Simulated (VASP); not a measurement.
Crystal: Sr.

```xyz
1
Lattice="-2.3704 2.3704 2.3704 2.3704 -2.3704 2.3704 2.3704 2.3704 -2.3704" Properties=species:S:1:pos:R:3 pbc="T T T"
Sr    0.0000    0.0000    0.0000
```

The cell was built by a generator and needn't be a form met in nature.

Base run:

```yaml
Program: VASP 6.6.1
Functional: PBE
Potentials_or_basis: VASP PAW PBE potentials, release 64 (Sr_sv)
Cutoff: 520 eV
k_mesh: 6 × 6 × 6
Occupations: gaussian, width 0.05 eV
Spin: no spin polarisation
```

Its results: band gap on the k mesh none (metal or under the smearing width); pressure 0.0 GPa.

Question: The run is repeated on the same cell with these changes: functional from PBE to r2SCAN; k mesh from 6 × 6 × 6 to 12 × 12 × 12. What comes out?

Answer: Band gap on the k mesh none (metal or under the smearing width); pressure 0.5 GPa.

Several settings changed at once, so the effect can't be laid on one alone.

Caveats: the PAW data sets were made with another functional, which shifts forces and pressure a little (some runs).
